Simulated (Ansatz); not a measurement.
# Cost and result for the bulk modulus of Cu

**What was measured.** The bulk modulus of Cu (Copper) (Fm-3m) is reported as 139 GPa (pmc:10161880, doi:10.1107/S160057752300108X). The runs below try to reproduce it.

```
Cu
1.0
     0.00000    1.80750    1.80750
     1.80750    0.00000    1.80750
     1.80750    1.80750    0.00000
Cu
1
Direct
  0.00000 0.00000 0.00000
```

| rung | level | program and potentials | cutoff (eV) | k mesh | smearing | core time | chip | bulk modulus (GPa) | miss | notes |
| --- | --- | --- | --- | --- | --- | --- | --- | --- | --- | --- |
| GGA + dispersion | PBE+D3(BJ) | Ansatz, Ansatz PAW | 420 | 13 × 13 × 13 | fermi-dirac 0.05 | 7.2 s | Arm Neoverse V2 | 167.4 | +20.4 % | - |
| GGA + dispersion | revPBE+D4 | Ansatz, Ansatz PAW | 420 | 13 × 13 × 13 | fermi-dirac 0.05 | 8.2 s | Arm Neoverse V2 | 170.2 | +22.4 % | potentials made for PBE, which Ansatz adapts in part |
| GGA | PBE | Ansatz, Ansatz PAW | 420 | 13 × 13 × 13 | fermi-dirac 0.05 | 8.3 s | Arm Neoverse V1 | 141.8 | +2.0 % | - |
| GGA | PBE | Ansatz, Ansatz PAW polarizable | 420 | 13 × 13 × 13 | fermi-dirac 0.05 | 9.2 s | Arm Neoverse V1 | 141.8 | +2.0 % | - |
| GGA | PBE | Ansatz, SPMS NC | 952 | 13 × 13 × 13 | fermi-dirac 0.05 | 19 s | Arm Neoverse V1 | 145.8 | +4.9 % | - |
| GGA | PBE | Ansatz, PseudoDojo stringent | 1415 | 13 × 13 × 13 | fermi-dirac 0.05 | 26 s | Intel Xeon Platinum 8259CL Skylake/Cascade Lake | 143.6 | +3.3 % | - |
| hybrid | HSEsol | Ansatz, Ansatz PAW | 420 | 7 × 7 × 7 | fermi-dirac 0.05 | 1.8 min | Arm Neoverse V1 | 150.4 | +8.2 % | coarse mesh; potentials made for PBE, which Ansatz adapts in part |
| hybrid | revPBE0 | Ansatz, Ansatz PAW | 420 | 7 × 7 × 7 | fermi-dirac 0.05 | 2 min | Arm Neoverse V1 | 121.4 | -12.7 % | coarse mesh; potentials made for PBE, which Ansatz adapts in part |

Times are single runs on shared hosts and different chips, so they are rough; meshes, cutoffs and the tasks' sizes weigh on the time. Task: equation of state. All rows: no spin polarisation. Smearing widths are in eV. The cell comes from a database and isn't always the measured one. For a metal such meshes aren't converged. Meshes differ between rows, which moves values too. Meshes are those of the run's cell of 1 atom unless a note names another. Misses use the values as printed. Runs on faulty files, with rough fits or with known faults for this quantity aren't shown. No row holds spin-orbit coupling.

By rung: GGA + dispersion 167.4 to 170.2; GGA 141.8 to 145.8; hybrid on coarse meshes 121.4 to 150.4 (GPa). Measured: 139 GPa (pmc:10161880, doi:10.1107/S160057752300108X). Closest, coarse meshes and atomic bases left aside, is PBE with Ansatz, Ansatz PAW (+2.0 %). The runs are for a static lattice, while measurements hold temperature and zero-point motion.

Plain PBE reproduces the stiffness of copper well, and its spread across potentials, 141.8 to 145.8 GPa, is small beside the effect of dispersion. With the same potentials and mesh, adding D3(BJ) raises the modulus from 141.8 to 167.4 GPa. The resistance to compression comes from the kinetic energy of the sp electrons and the overlap repulsion of the nearly filled 3d shells, both of which climb steeply as the volume shrinks. The extra pairwise attraction probably contracts the lattice into this stiffer region. Conduction electrons screen such interactions in a metal, so a correction built from atom-like polarisabilities is likely to overbind here.

The two hybrids fall on opposite sides of experiment, which fits the tendency of PBEsol-type exchange to favour denser solids than revPBE. They also differ in the range of exact exchange, however, so the contrast can't be assigned to either ingredient alone. PBE's good modulus doesn't by itself establish an accurate equilibrium volume or 3d-band position.
